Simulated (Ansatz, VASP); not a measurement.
Pb in VASP and in Ansatz

File INCAR:

```
SYSTEM = Pb
PREC = Accurate ; ENCUT = 520
EDIFF = 1E-6 ; ISMEAR = -1
SIGMA = 0.1 ; LREAL = .FALSE.
LASPH = .TRUE. ; NELM = 100
ALGO = Normal ; ISIF = 2
LWAVE = .FALSE. ; LCHARG = .FALSE.
GGA = RE ; NBANDS = 13
```

The input KPOINTS:

```
regular mesh
0
G
  11 11 11
  0 0 0
```

The input POSCAR:

```
Pb
1.0
    3.4112458520      0.0000000000      0.0000000000
    0.0000000000      3.4112458520      0.0000000000
    0.0000000000      0.0000000000      3.4112458520
Pb
1
Direct
    0.0000000000      0.0000000000      0.0000000000
```

Input for Ansatz:

```yaml
crystal:
  lattice:
    - [3.411245852, 0.0, 0.0]
    - [0.0, 3.411245852, 0.0]
    - [0.0, 0.0, 3.411245852]
  atoms:
    - { symbol: Pb, position: [0.0, 0.0, 0.0] }
hamiltonian:
  xc: revpbe
  pseudopotentials:
    kind: paw
    azcp:
      Pb: "pseudopotentials/Pb.paw.azcp"
basis:
  ecutwfc: 420
  fft_grid_basis: typed
kpoints:
  mp_grid: { grid: [11, 11, 11], shift: [0, 0, 0] }
magnetization:
  spin_polarized: false
scf:
  occupations: { method: fermi_dirac, width: 0.1 }
  lower_state_search: "off"
output:
  stress: true
  write_density: true
  write_potential: true
  elf: true
  volumetric_format: npy
```

Alike in both runs: task single point; functional revPBE; k mesh 11 × 11 × 11; occupations fermi-dirac, width 0.1 eV; no spin polarisation.

|  | VASP | Ansatz |
| --- | --- | --- |
| version | VASP 6.6.1 | Ansatz 0.2.0 |
| potentials or method | VASP PAW PBE potentials, release 64 (Pb_d) | plane waves (420 eV) with PAW, scalar-relativistic |
| plane-wave cutoff (eV) | 520 | 420 |
| valence electrons in the cell | 14 | 14 |

```tsv
	VASP	Ansatz	Ansatz less VASP
pressure (GPa)	-2.7	-2.7	+0.04
```

Caveats: the PAW data sets were made with another functional, which shifts forces and pressure a little (VASP). The runs have no spin-orbit coupling, so splittings on Pb are missing.
